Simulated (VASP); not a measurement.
Wanted: the native input for a VASP 6.6.1 run.

- Task: single point
- Functional: BLYP
- Potentials or basis: VASP PAW PBE potentials, release 64 (C)
- Cutoff: 520 eV
- k mesh: 14 × 14 × 3
- Occupations: fermi-dirac, width 0.05 eV
- Spin: no spin polarisation
- Dipole correction: no
- Further INCAR settings: ALGO = Normal; EDIFF = 1e-06; NBANDS = 16

The structure of C lies in POSCAR:

```
C
1.0
    2.4738161548      0.0000000000      0.0000000000
   -1.2369080774      2.1423876344      0.0000000000
    0.0000000000      0.0000000000     11.9754475453
C
4
Direct
    0.0000000000      0.0000000000      0.2500000000
    1.0000000000      1.0000000000      0.7500000000
    0.3333333333      0.6666666667      0.2500000000
    0.6666666667      0.3333333333      0.7500000000
```

These files were run (other wordings do the same):

INCAR

```
SYSTEM = C
PREC = Accurate
ENCUT = 520
EDIFF = 1E-6
ISMEAR = -1
SIGMA = 0.05
LREAL = .FALSE.
LASPH = .TRUE.
NELM = 100
ALGO = Normal
ISIF = 2
LWAVE = .FALSE.
LCHARG = .FALSE.
GGA = B5
ALDAX = 1.0
AGGAX = 1.0
AGGAC = 1.0
ALDAC = 0.0
NBANDS = 16
```

KPOINTS

```
Automatic mesh
0
G
  14 14 3
  0 0 0
```

Potentials or basis: VASP PAW PBE potentials, release 64 (C).

Run with:

```bash
$ cat potpaw_PBE.64/C/POTCAR > POTCAR
$ mpirun -np 1 vasp_std > vasp.out
```

Results of the run:

- Pressure: 0.2 GPa
- Band gap on the k mesh: 1.20 eV, direct

Caveat: the PAW data sets were made with another functional, which shifts forces and pressure a little; an odd mesh through Γ misses points on the zone boundary, where band edges often lie.

Wall time 33 s on 1 thread of AMD EPYC 9R45 (Zen 5) (shared host), peak memory 0.14 GiB.
